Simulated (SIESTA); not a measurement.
Runs of SIESTA 5.4.2 on Si2Ni. The structure is cubic, space group Fm-3m (No. 225). Conventional cell: a = 5.406 Å, b = 5.406 Å, c = 5.406 Å, α = 90.00°, β = 90.00°, γ = 90.00°. Ni (site symmetry m-3m) has 8 Si at 2.34 Å as nearest neighbours. Around Si (site symmetry -43m) lie 4 Ni at 2.34 Å. 

```csv
task,level,potentials or basis,cell,k mesh,gap on the mesh (eV),pressure (GPa),moment (μB),V0 of scaled cells (Å³/atom),B0 (GPa)
equation of state,PBEsol,"PseudoDojo 0.4 standard (PBEsol files), DZP (energy shift 0.003 Ry; two zetas on semicore shells)",as given,7 × 7 × 7,-,-,-,13.04,170
equation of state,PBE,"PseudoDojo 0.4 standard (PBE files), DZP (energy shift 0.003 Ry; two zetas on semicore shells)",as given,9 × 9 × 9,-,-,-,13.50,(a)
single point,PBE,"PseudoDojo 0.4 standard (PBE files), DZP (energy shift 0.003 Ry; two zetas on semicore shells)","atoms moved at random, drawn with an rms of 0.05 Å",9 × 9 × 9,none,4.1,0.00,-,-
band structure,PBE,"PseudoDojo 0.4 standard (PBE files), DZP (energy shift 0.003 Ry; two zetas on semicore shells)",as given,9 × 9 × 9,none,3.9,0.00,-,-
single point,PBE,"PseudoDojo 0.4 standard (PBE files), DZP (energy shift 0.003 Ry; two zetas on semicore shells)",as given,9 × 9 × 9,none,3.9,0.00,-,-
```

Alike in all rows: spin collinear, ferromagnetic start; smearing fermi-dirac 0.05 eV; grid cutoff 800 Ry; energy shift 0.003 Ry.

Q: Fill in the values left out.

A: (a) 147.

Caveats: short orbitals over semicore shells can move pressures by several GPa; the basis of atomic orbitals isn't converged, which shifts pressures, moduli and gaps.

A gap of «none» marks a metal or a gap under the smearing width.
